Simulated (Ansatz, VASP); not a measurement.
## Two plane-wave programs on Re

```
CELL_PARAMETERS angstrom
-1.54657 1.54657 1.54657
1.54657 -1.54657 1.54657
1.54657 1.54657 -1.54657
ATOMIC_POSITIONS crystal
Re 0.00000 0.00000 0.00000
```

Change from the starting cell: volume scaled by 0.98, PAW files.

Alike in both runs: task electric field gradients; functional PBE; k mesh 15 × 15 × 15; occupations fermi-dirac, width 0.05 eV; no spin polarisation.

|  | VASP | Ansatz |
| --- | --- | --- |
| version | VASP 6.6.1 | Ansatz 0.2.0 |
| potentials or method | VASP PAW PBE potentials, release 64 (Re) | PAW with Ansatz's default frozen-core files, scalar-relativistic |
| plane-wave cutoff (eV) | 520 | 420 |
| valence electrons in the cell | 7 | 15 |

VASP gave:

| Property | Result |
| --- | --- |
| pressure (GPa) | 7.1 |
| Vzz of the field gradient on the site that differs most (V/Å²) | 0.0 |

Question: Which values does Ansatz return?

Answer: Pressure (GPa): 7.5; Vzz of the field gradient on the site that differs most (V/Å²): 0.0.

The two sets of potentials don't hold the same shells in valence. Ansatz warned: «gradients_without_spin_orbit».

Spin-orbit coupling is left out, which matters for the levels of Re.
